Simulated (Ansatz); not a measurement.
## W/SiC/TaN: conductance against the thickness of the layer

Wanted: T(E), the conductance and its decay constant for W/SiC/TaN. The lower electrode is W bcc(001), the upper one TaN rock salt(001); the barrier is SiC zinc blende(001) (C and C faces). In the first transport cell, after relaxation, the nearest pair of electrode and barrier is W–C at 2.39 Å, at a slant, at the lower face and Ta–C at 2.19 Å, at a slant, at the upper one. All share a net of side 3.134 Å, which strains the lower electrode by -1.1 %, the upper one by +0.3 % and the barrier by +1.2 %, against typed lattice constants near PBE's. The first steps treat the bulk electrodes alone.

Method: PBE DFT, plane waves, PAW files, in the first sound run; inputs show where later runs differ, in Ansatz 0.2.0.

This is a report of a sequence of runs, with most program output left out.

### 1. Set-up

Symmetry: I4/mmm, No. 139, tetragonal system. The conventional cell has a = 3.134 Å, b = 3.134 Å, c = 3.195 Å, α = 90.00°, β = 90.00°, γ = 90.00°. Nearest to W lie 8 W at 2.73 Å.

### 2. The strained electrode, 2 atoms, electrode W bcc(001)

The electrode is held to the junction's net and relaxed along the normal; its spacing is used for the ideal lead layers.

input.yaml reads:

```yaml
crystal:
  lattice:
    - [3.134, 0.0, 0.0]
    - [0.0, 3.134, 0.0]
    - [0.0, 0.0, 3.1952]
  atoms:
    - { symbol: W, position: [0.0, 0.0, 0.0] }
    - { symbol: W, position: [0.5, 0.5, 0.5] }
kpoints:
  mp_grid: { grid: [12, 12, 10] }
scf:
  occupations: { method: fermi_dirac, width: 0.1 }
  max_iter: 150
hamiltonian:
  xc: pbe
relax:
  f_tol: 0.01
  max_steps: 40
  cell: { fix: [a, b, angles] }
```

The run is started by

```sh
ansatz run input.yaml --threads 4 --pin off --max-ram 12288MiB --backend cpu --events-out ev --progress --plain --runs-dir out
```

Run time: 6.4 s. Hardware: 4 threads of Arm Neoverse V1, shared host; peak memory 0.38 GiB.

Step by step:

| step | energy less that of the first step (eV) | largest force component (eV/Å) | pressure (GPa) | volume (Å³) |
| --- | --- | --- | --- | --- |
| 1 | 0.0000 | 0.0000 | 9.07 | 31.38 |
| 2 | 0.0250 | 0.0000 | -1.27 | 32.46 |
| 3 | -0.0040 | 0.0000 | 5.79 | 31.70 |
| 4 | -0.0041 | 0.0000 | 6.08 | 31.67 |
| 5* | -0.0042 | 0.0000 | 6.08 | 31.67 |

Relaxation steps marked * repeat the geometry before them on a plane-wave basis chosen anew for their cell, so energy and pressure can jump there. Relaxation step 2 was tried and not accepted.

The run keeps the 32 symmetry operations that it works with, so distortions that break them were not tested.

| conventional cell, symmetrised | before | after | change |
| --- | --- | --- | --- |
| a (Å) | 3.134 | 3.134 | +0.0 % |
| b (Å) | 3.134 | 3.134 | +0.0 % |
| c (Å) | 3.195 | 3.225 | +0.9 % |
| volume (Å³/atom) | 15.69 | 15.84 | +0.9 % |

Final coordinates:

```
W
1.0
     3.13400    0.00000    0.00000
     0.00000    3.13400    0.00000
     0.00000    0.00000    3.22459
W
2
Direct
  0.00000 0.00000 0.00000
  0.50000 0.50000 0.50000
```

Numbers from this step:

| Property | Result |
| --- | --- |
| free energy | -20769.6308 eV |
| Fermi energy | 22.63 eV |
| pressure | 6.079 GPa |

The cell grew by 0.9 % in volume.

### 3. The strained electrode, 4 atoms, electrode TaN rock salt(001)

System of this step: TaN. Symmetry: I4/mmm, No. 139, tetragonal system. The conventional cell has a = 3.134 Å, b = 3.134 Å, c = 4.411 Å, α = 90.00°, β = 90.00°, γ = 90.00°. Nearest to N lie 6 Ta at 2.21 to 2.22 Å. Nearest to Ta lie 6 N at 2.21 to 2.22 Å. Farther neighbours and most contacts between anions are not listed.

input.yaml, the sections that differ from step 2:

```yaml
crystal:
  lattice:
    - [3.134, 0.0, 0.0]
    - [0.0, 3.134, 0.0]
    - [0.0, 0.0, 4.4114982869]
  atoms:
    - { symbol: "N", position: [0.0, 0.0, 0.0] }
    - { symbol: Ta, position: [0.5, 0.5, 0.0] }
    - { symbol: "N", position: [0.5, 0.5, 0.5] }
    - { symbol: Ta, position: [0.0, 0.0, 0.5] }
kpoints:
  mp_grid: { grid: [12, 12, 7] }
# scf, hamiltonian, relax: as in step 2
```

The job ended after 4.5 s (4 threads; peak memory 0.41 GiB; 17 s of CPU time).

Little changed from the start: no atom moved by 0.005 Å and no cell edge by 0.1 %.

This step gave:

| Quantity | Value |
| --- | --- |
| free energy | -20635.8659 eV |
| Fermi energy | 21.23 eV |
| pressure | -1.900 GPa |

### 4. Relaxing the interfaces

System of this step: W/SiC/TaN. The cell holds 21 atoms: 4 W, 5 C, 4 Si, 4 N and 4 Ta. Cell: a = 3.134 Å, b = 3.134 Å, c = 39.158 Å, α = 90.0°, β = 90.0°, γ = 90.0°. Vacuum lies along c.

The starting distances are typed guesses, too rough for a quantity that is exponential in distance. A short slab in vacuum serves: only the barrier and the layers next to it are taken over, and later cells can add or drop layers in the barrier's middle. The dipole correction removes the field that unlike faces would set up across the vacuum.

input.yaml reads:

```yaml
crystal:
  lattice:
    - [3.134, 0.0, 0.0]
    - [0.0, 3.134, 0.0]
    - [0.0, 0.0, 39.1578119658]
  atoms:
    - { symbol: W, position: [0.5, 0.5, 0.2043015071] }
    - { symbol: W, position: [0.0, 0.0, 0.2451005181] }
    - { symbol: W, position: [0.5, 0.5, 0.2858995291] }
    - { symbol: W, position: [0.0, 0.0, 0.32669854] }
    - { symbol: C, position: [0.5, 0.5, 0.3547899973] }
    - { symbol: Si, position: [0.5, 0.0, 0.3825207237] }
    - { symbol: C, position: [0.0, 0.0, 0.4102514501] }
    - { symbol: Si, position: [0.0, 0.5, 0.4379821766] }
    - { symbol: C, position: [0.5, 0.5, 0.465712903] }
    - { symbol: Si, position: [0.5, 0.0, 0.4934436295] }
    - { symbol: C, position: [0.0, 0.0, 0.5211743559] }
    - { symbol: Si, position: [0.0, 0.5, 0.5489050824] }
    - { symbol: C, position: [0.5, 0.5, 0.5766358088] }
    - { symbol: "N", position: [0.0, 0.5, 0.62670929] }
    - { symbol: Ta, position: [0.5, 0.0, 0.62670929] }
    - { symbol: "N", position: [0.5, 0.0, 0.6830390243] }
    - { symbol: Ta, position: [0.0, 0.5, 0.6830390243] }
    - { symbol: "N", position: [0.0, 0.5, 0.7393687586] }
    - { symbol: Ta, position: [0.5, 0.0, 0.7393687586] }
    - { symbol: "N", position: [0.5, 0.0, 0.7956984929] }
    - { symbol: Ta, position: [0.0, 0.5, 0.7956984929] }
kpoints:
  mp_grid: { grid: [8, 8, 1] }
scf:
  occupations: { method: fermi_dirac, width: 0.1 }
  max_iter: 150
hamiltonian:
  xc: pbe
efield:
  axis: 3
  dipole_correction: true
relax:
  f_tol: 0.04
  max_steps: 60
output:
  forces: true
```

Wall time 2.4 min (4 threads); peak memory 1.5 GiB.

Relaxation path:

| step | energy less that of the first step (eV) | largest force component (eV/Å) |
| --- | --- | --- |
| 1 | 0.0000 | 3.9254 |
| 2 | -1.4940 | 3.1476 |
| 3 | -2.0722 | 0.7181 |
| 4 | -2.1324 | 0.2814 |
| 5 | -2.1460 | 0.0807 |
| 6 | -2.1466 | 0.0143 |

The run keeps the 4 symmetry operations that it works with, so distortions that break them were not tested.

The atoms that moved most (Å):

| atom | dx | dy | dz | length |
| --- | --- | --- | --- | --- |
| Ta15 | 0.000 | 0.000 | -0.438 | 0.438 |
| W1 | 0.000 | 0.000 | 0.180 | 0.180 |
| N20 | 0.000 | 0.000 | 0.169 | 0.169 |
| Ta21 | 0.000 | 0.000 | -0.159 | 0.159 |
| C5 | 0.000 | 0.000 | -0.159 | 0.159 |
| N14 | 0.000 | 0.000 | 0.152 | 0.152 |
| N16 | 0.000 | 0.000 | -0.096 | 0.096 |
| Si8 | 0.000 | 0.000 | 0.056 | 0.056 |

This step gave:

| Item | Value |
| --- | --- |
| free energy | -86604.6080 eV |
| Fermi energy | 9.610 eV |

The largest force component on a free atom ends at 0.014 eV/Å. At one or more of this run's solves the program warned of density in the dipole ramp over its bound, where dipole, forces and levels can be off.

### 5. T(E) of the junction

This step: PBE DFT, plane waves, PAW files; ballistic transmission by layer matching between semi-infinite leads (Ansatz 0.2.0).

System of this step: W/SiC/TaN. The cell holds 44 atoms: 11 W, 5 C, 4 Si, 12 N and 12 Ta. Cell: a = 3.134 Å, b = 3.134 Å, c = 66.055 Å, α = 90.0°, β = 90.0°, γ = 90.0°. Regions: left electrode, 11 atoms (11 W); barrier, 9 atoms (5 C and 4 Si); right electrode, 24 atoms (12 N and 12 Ta). Vacuum lies along c.

The relaxed core is set between ideal electrode layers (this cell holds 9 atomic planes between the electrodes; where that differs from the relaxed slab, whole periods were copied in or cut out without a new relaxation), which the solver continues as semi-infinite leads. A wide energy window on a coarse mesh (12×12) shows where the Fermi level lies against the barrier's bands; the projected density of states shows how far the metals' states reach in.

input.yaml reads:

```yaml
crystal:
  lattice:
    - [3.134, 0.0, 0.0]
    - [0.0, 3.134, 0.0]
    - [0.0, 0.0, 66.0546872111]
  atoms:
    - { symbol: W, position: [0.0, 0.0, 0.1059727976] }
    - { symbol: W, position: [0.5, 0.5, 0.1303813212] }
    - { symbol: W, position: [0.0, 0.0, 0.1547898448] }
    - { symbol: W, position: [0.5, 0.5, 0.1791983684] }
    - { symbol: W, position: [0.0, 0.0, 0.203606892] }
    - { symbol: W, position: [0.5, 0.5, 0.2280154156] }
    - { symbol: W, position: [0.0, 0.0, 0.2524239392] }
    - { symbol: W, position: [0.5, 0.5, 0.2768324628] }
    - { symbol: W, position: [0.0, 0.0, 0.3012409864] }
    - { symbol: W, position: [0.5, 0.5, 0.32564951] }
    - { symbol: W, position: [0.0, 0.0, 0.3500262545] }
    - { symbol: C, position: [0.5, 0.5, 0.3636139682] }
    - { symbol: Si, position: [0.5, 0.0, 0.3827561486] }
    - { symbol: C, position: [0.0, 0.0, 0.3993559508] }
    - { symbol: Si, position: [0.0, 0.5, 0.4161851749] }
    - { symbol: C, position: [0.5, 0.5, 0.4321003312] }
    - { symbol: Si, position: [0.5, 0.0, 0.4489346373] }
    - { symbol: C, position: [0.0, 0.0, 0.4649432052] }
    - { symbol: Si, position: [0.0, 0.5, 0.4818782033] }
    - { symbol: C, position: [0.5, 0.5, 0.497497593] }
    - { symbol: "N", position: [0.0, 0.5, 0.5295177768] }
    - { symbol: Ta, position: [0.5, 0.0, 0.5205781448] }
    - { symbol: "N", position: [0.5, 0.0, 0.5599076427] }
    - { symbol: Ta, position: [0.0, 0.5, 0.5599076427] }
    - { symbol: "N", position: [0.0, 0.5, 0.5933195987] }
    - { symbol: Ta, position: [0.5, 0.0, 0.5933195987] }
    - { symbol: "N", position: [0.5, 0.0, 0.6267315546] }
    - { symbol: Ta, position: [0.0, 0.5, 0.6267315546] }
    - { symbol: "N", position: [0.0, 0.5, 0.6601435106] }
    - { symbol: Ta, position: [0.5, 0.0, 0.6601435106] }
    - { symbol: "N", position: [0.5, 0.0, 0.6935554666] }
    - { symbol: Ta, position: [0.0, 0.5, 0.6935554666] }
    - { symbol: "N", position: [0.0, 0.5, 0.7269674225] }
    - { symbol: Ta, position: [0.5, 0.0, 0.7269674225] }
    - { symbol: "N", position: [0.5, 0.0, 0.7603793785] }
    - { symbol: Ta, position: [0.0, 0.5, 0.7603793785] }
    - { symbol: "N", position: [0.0, 0.5, 0.7937913345] }
    - { symbol: Ta, position: [0.5, 0.0, 0.7937913345] }
    - { symbol: "N", position: [0.5, 0.0, 0.8272032904] }
    - { symbol: Ta, position: [0.0, 0.5, 0.8272032904] }
    - { symbol: "N", position: [0.0, 0.5, 0.8606152464] }
    - { symbol: Ta, position: [0.5, 0.0, 0.8606152464] }
    - { symbol: "N", position: [0.5, 0.0, 0.8940272024] }
    - { symbol: Ta, position: [0.0, 0.5, 0.8940272024] }
kpoints:
  mp_grid: { grid: [10, 10, 1] }
scf:
  occupations: { method: fermi_dirac, width: 0.1 }
  max_iter: 150
hamiltonian:
  xc: pbe
output:
  transmission:
    kmesh: [12, 12]
    e_range: [-3, 3]
    de: 0.1
    leads: [[4, 5], [32, 34]]
  dos: { projected: true, e_range: [-6, 5], de: 0.05 }
  write_potential: true
  write_density: true
  volumetric_format: npy
  elf: true
```

Wall time 11 min (4 threads); peak memory 7.5 GiB; 44 min of CPU time.

Numbers from this step:

```
free energy                                         : -241841.1419 eV
Fermi energy                                        : 15.29 eV
level to which the leads are filled                 : 0 eV from the Fermi level
transmission at the Fermi level (a spin, zone mean) : 0.005549
channels of the lower lead                          : 1.319
channels of the upper lead                          : 1.944
potential step in the lower lead                    : 57.2 meV
potential step in the upper lead                    : 9.1 meV
```

One spin. Table of transmission, zone mean by energy, zero at the Fermi level:

energy (eV), transmission, zone mean and a bar:
```
    -3.00      0.034 #########
    -2.80      0.034 ##########
    -2.70      0.066 ###################
    -2.60      0.072 #####################
    -2.50      0.047 #############
    -2.40      0.056 ################
    -2.20      0.104 ##############################
    -2.00      0.073 #####################
    -1.90      0.090 ##########################
    -1.80      0.095 ###########################
    -1.70      0.049 ##############
    -1.50      0.016 ####
    -1.40      0.027 #######
    -1.20      0.006 #
    -1.10      0.011 ###
    -0.90      0.003 
    -0.70      0.002 
    -0.60      0.003 #
    -0.40      0.005 #
    -0.20      0.003 
    -0.10      0.002 
     0.00      0.006 #
     0.10      0.003 
     0.20      0.003 
     0.40      0.002 
     0.60      0.004 #
     0.70      0.005 #
     0.90      0.002 
     1.10      0.001 
     1.20      0.012 ###
     1.40      0.007 ##
     1.50      0.008 ##
     1.70      0.024 #######
     1.90      0.005 #
     2.00      0.011 ###
     2.20      0.017 #####
     2.40      0.043 ############
     2.50      0.081 #######################
     2.70      0.083 ########################
     2.80      0.060 #################
     3.00      0.029 ########
```

One spin. Open channels, zone mean against energy, zero at the Fermi level:

| energy (eV) | lower lead | upper lead |
| --- | --- | --- |
| -3.00 | 1.97 | 0.576 |
| -2.70 | 1.69 | 0.799 |
| -2.40 | 2.16 | 0.910 |
| -2.10 | 2.94 | 1.02 |
| -1.90 | 3.05 | 1.17 |
| -1.60 | 2.44 | 1.31 |
| -1.30 | 1.81 | 1.5 |
| -1.00 | 1.37 | 1.61 |
| -0.70 | 1.10 | 1.64 |
| -0.40 | 1.12 | 1.78 |
| -0.10 | 1.24 | 1.92 |
| 0.00 | 1.32 | 1.94 |
| 0.10 | 1.38 | 2.06 |
| 0.40 | 1.43 | 1.96 |
| 0.70 | 2.04 | 2.12 |
| 1.00 | 2.31 | 2.60 |
| 1.30 | 2.28 | 2.65 |
| 1.60 | 2.56 | 3.05 |
| 1.90 | 2.42 | 3.33 |
| 2.10 | 1.88 | 2.75 |
| 2.40 | 1.91 | 2.75 |
| 2.70 | 1.96 | 2.17 |
| 3.00 | 2.01 | 2.33 |

Transmission over k1 and k2. At 0.0000 eV from the Fermi level; zeros and values more than six decades under the largest are shown at that floor.

log10 of the mean of each cell; the least values stand at a floor. Values, 12 rows by 12 columns:
```
-3.5 -7.1 -7.1 -7.1 -7.1 -3.0 -2.8 -3.0 -7.1 -7.1 -7.1 -7.1
-7.1 -7.1 -7.1 -7.1 -7.1 -2.7 -3.5 -2.7 -7.1 -7.1 -7.1 -7.1
-7.1 -7.1 -7.1 -7.1 -1.7 -2.6 -4.2 -2.6 -1.7 -7.1 -7.1 -7.1
-7.1 -7.1 -7.1 -1.8 -2.6 -1.2 -3.9 -1.2 -2.6 -1.8 -7.1 -7.1
-4.2 -3.1 -3.3 -3.7 -1.1 -2.7 -2.8 -2.7 -1.1 -3.7 -3.3 -3.1
-7.1 -2.2 -2.9 -4.7 -4.4 -3.4 -5.3 -3.4 -4.4 -4.7 -2.9 -2.2
-4.2 -3.1 -3.3 -3.7 -1.1 -2.7 -2.8 -2.7 -1.1 -3.7 -3.3 -3.1
-7.1 -7.1 -7.1 -1.8 -2.6 -1.2 -3.9 -1.2 -2.6 -1.8 -7.1 -7.1
-7.1 -7.1 -7.1 -7.1 -1.7 -2.6 -4.2 -2.6 -1.7 -7.1 -7.1 -7.1
-7.1 -7.1 -7.1 -7.1 -7.1 -2.7 -3.5 -2.7 -7.1 -7.1 -7.1 -7.1
-3.5 -7.1 -7.1 -7.1 -7.1 -3.0 -2.8 -3.0 -7.1 -7.1 -7.1 -7.1
-7.1 -2.4 -7.1 -7.1 -7.1 -3.4 -7.1 -3.4 -7.1 -7.1 -7.1 -2.4
```
Columns: k1 (b1) from -0.5 to 0.417; rows upwards: k2 (b2) from -0.5 to 0.417.

Open channels of the lower lead over k1 and k2. At 0.0000 eV from the Fermi level.

Ten even steps from '_' (0.00) to '@' (5.00):
```
==________::@@::________
__________==**==________
________::======::______
______::==========::____
%%::======%%%%%%======::
%%@@**====%%%%%%====**@@
%%::======%%%%%%======::
______::==========::____
________::======::______
__________==**==________
==________::@@::________
====______%%%%%%______==
```
Columns: k1 (b1) from -0.5 to 0.417; rows upwards: k2 (b2) from -0.5 to 0.417.

Open channels of the upper lead over k1 and k2. At 0.0000 eV from the Fermi level.

Values, 12 rows by 12 columns:
```
2.00 2.00 2.00 2.00 2.00 1.00 3.00 1.00 2.00 2.00 2.00 2.00
0.00 2.00 2.00 2.00 3.00 2.00 3.00 2.00 3.00 2.00 2.00 2.00
2.00 2.00 2.00 3.00 2.00 1.00 2.00 1.00 2.00 3.00 2.00 2.00
2.00 2.00 3.00 2.00 2.00 2.00 2.00 2.00 2.00 2.00 3.00 2.00
2.00 1.00 2.00 1.00 2.00 2.00 2.00 2.00 2.00 1.00 2.00 1.00
0.00 3.00 3.00 2.00 2.00 2.00 2.00 2.00 2.00 2.00 3.00 3.00
2.00 1.00 2.00 1.00 2.00 2.00 2.00 2.00 2.00 1.00 2.00 1.00
2.00 2.00 3.00 2.00 2.00 2.00 2.00 2.00 2.00 2.00 3.00 2.00
2.00 2.00 2.00 3.00 2.00 1.00 2.00 1.00 2.00 3.00 2.00 2.00
0.00 2.00 2.00 2.00 3.00 2.00 3.00 2.00 3.00 2.00 2.00 2.00
2.00 2.00 2.00 2.00 2.00 1.00 3.00 1.00 2.00 2.00 2.00 2.00
2.00 2.00 0.00 2.00 2.00 2.00 0.00 2.00 2.00 2.00 0.00 2.00
```
Columns: k1 (b1) from -0.5 to 0.417; rows upwards: k2 (b2) from -0.5 to 0.417.

Projected DOS an atom over height of the atomic layer and energy from the Fermi level. Layers: W W W W W W W W W W W C Si C Si C Si C Si C Ta N TaN TaN TaN TaN TaN TaN TaN TaN TaN TaN TaN; projections on atoms miss part of the total, and the computed bands can run out at the top of the range; a column is the mean of 3 neighbouring layers, the last of those left over.

Ten even steps from '_' (0.03 states/eV) to '@' (1.53 states/eV), each cell a mean:
```
@@**##==____::--******
%%++**==____..::======
**++++==____..::----==
==--==--____..::--::--
++::----____::::::::--
**::::==____::..::::--
##::::--____....::::::
==::::::______....::::
==--::..__......::::::
####++::__::::........
%%@@%%--__====........
%%%%@@==..--==........
%%####==..----........
%%@@@@++::--::..______
**@@@@**::--::..______
====++**::--....______
##::--==::--....______
==**++==----::--______
==**++==::::::--....::
==****==::::::==....--
--====--::::::--::::==
::++==--::..::==----==
```
Columns: height of the atomic layer (Å) from 8.61 to 56.9 (not evenly spaced); rows upwards: energy from the Fermi level (eV) from -6 to 1.85.

Valence density in the ca plane at fractional y = 0.000, with atoms of W and Si and C and Ta and N within 0.2 Å of it. It is the smooth field of the valence electrons, not physical close to the nuclei.

Ten even steps from '0' (0.1 e/Å³) to '9' (5.1 e/Å³), each cell a mean:
```
04998200015997200016997200002332000000012332
01453100001453100002452000011210000000011210
00000000000000000000000000001000000000001100
00000000000000000000000000000000000000000000
00000000000000000000000000000000000000000000
00121000001121000001221000001100000000001110
03786100003785100014885100011221000000012221
15989300016988200017988200002332100000012332
```
Columns run along c (16.0 Å, from fractional 0.24 to 0.48 of the cell), rows up along a (3.1 Å). Atoms in or near the plane, at fractional coordinates: W at (0.25, 0.00), W at (0.30, 0.00), W at (0.35, 0.00), Si at (0.38, 0.50), C at (0.40, 0.00), Si at (0.45, 0.50), C at (0.46, 0.00).

ELF in the ca plane at fractional y = 0.000, with atoms of W and Si and C and Ta and N within 0.2 Å of it. It is the smooth field of the valence electrons, not physical close to the nuclei.

Ten even steps from '0' (0.02) to '9' (0.91), each cell a mean:
```
87357620003797357510122211100123322211111223
99875200123799875200111353101367752134421357
79741000231379741000113777512688873377762488
24410001331324410001115514722772384361272582
47520001231246520000114746712785683374572585
99863100122599863100112676301588863257741378
99767410013799777410111221001245432112211234
85048620002684048620123321100122222222222222
```
Columns run along c (16.0 Å, from fractional 0.39 to 0.63 of the cell), rows up along a (3.1 Å). Atoms in or near the plane, at fractional coordinates: C at (0.40, 0.00), Si at (0.45, 0.50), C at (0.46, 0.00), Ta at (0.52, 0.50), N at (0.56, 0.50), Ta at (0.59, 0.50), N at (0.63, 0.50).

Electrostatic potential energy in the ca plane at fractional y = 0.000, with atoms of W and Si and C and Ta and N within 0.2 Å of it. With pseudopotentials it is smooth inside the atoms' cores, unlike the true potential.

Values in eV, 5 rows by 16 columns, each cell a mean:
```
-11  -3  16  14   4 -17  17  17   8   9  15  13  14   6  10  14
 -5  16  17  -2 -19  13  18  15 -22 -19  12 -12   7 -29 -10  -2
-17  17  17 -13 -38  13  19  14 -38 -34   9 -41  -1 -47 -22 -20
  0  13  17   5  -7  10  18  16 -10  -9  14   3  10 -16  -2   7
-20 -11  16  16   1 -31  16  17  12  12  15  13  14  11  13  14
```
Columns run along c (16.0 Å, from fractional 0.39 to 0.63 of the cell; values clipped at the 3rd and 97th percentile), rows up along a (3.1 Å). Atoms in or near the plane, at fractional coordinates: C at (0.40, 0.00), Si at (0.45, 0.50), C at (0.46, 0.00), Ta at (0.52, 0.50), N at (0.56, 0.50), Ta at (0.59, 0.50), N at (0.63, 0.50).

At the Fermi level the transmission is 0.0055, as a zone mean for one spin on this coarse mesh. At the Fermi level the layers of this cell's barrier hold from 0.017 to 0.27 states an eV and atom. In the worse lead the potential repeats within 57 meV, which the program flags as too much for a lead, so G carries that doubt.

(Part 1 of 3 ends here.)

[Logs are printed without paths, hosts, clocks, repeated set-up lines and the standing remarks that a program may print on its own settings, such as how far it seeks lower states.]

[Hosts, paths, dates, database ids (printed as entryN), source tags and the programs' standing remarks are cut or masked in the printed files.]
